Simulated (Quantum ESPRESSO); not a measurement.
Input of a Quantum ESPRESSO 7.5 run:

File run.py:

```python
import numpy as np
from ase.calculators.espresso import Espresso, EspressoProfile
from ase.io import read

atoms = read('Rb.xyz')

input_data = {
    'control': {'calculation': 'scf', 'prefix': 'pwscf', 'outdir': './tmp', 'tprnfor': True, 'tstress': True, 'disk_io': 'nowf', 'verbosity': 'high'},
    'system': {'ecutwfc': 40.0, 'ecutrho': 324.0, 'nbnd': 15, 'input_dft': 'pbe', 'occupations': 'smearing', 'smearing': 'fd', 'degauss': 0.01469973},
    'electrons': {'conv_thr': 1e-07, 'electron_maxstep': 120, 'mixing_beta': 0.5},
}
pseudopotentials = {'Rb': 'rb_pbesol_v1.uspp.F.UPF'}
profile = EspressoProfile(command='pw.x', pseudo_dir='pseudo')
dft = Espresso(profile=profile, input_data=input_data, pseudopotentials=pseudopotentials, kpts=(6, 6, 3), koffset=(0, 0, 0))
atoms.calc = dft

print(f'energy {atoms.get_potential_energy():.8f} eV')
print('forces (eV/A)')
print(np.round(atoms.get_forces(), 6))
print('stress (eV/A^3, Voigt)')
print(np.round(atoms.get_stress(), 8))
print(f'Fermi level {dft.get_fermi_level():.4f} eV')
```

Contents of Rb.xyz:

```xyz
2
Lattice="5.0882069800 0.0000000000 0.0000000000 -2.5441034900 4.4065165000 0.0000000000 0.0000000000 0.0000000000 8.4420579800" Properties=species:S:1:pos:R:3 pbc="T T T"
Rb    -0.1274596103      2.8625414635      2.1351842989
Rb     2.6715631003      1.5439750365      6.3068736811
```

Potentials or basis: GBRV 1.5 PBEsol.

Run with:

```sh
$ OMP_NUM_THREADS=1 python run.py
```

Estimate the band gap on the k mesh.

none (metal or under the smearing width).

What does it give for the largest force?

0.020 eV/Å.

Estimate the pressure.

0.0 GPa.

Forces in eV/Å, atoms in the order of the input:
```
Rb   0.014  0.008 -0.011
Rb  -0.014 -0.008  0.011
```

Caveat: the potentials were made for another functional, which shifts forces and pressure.
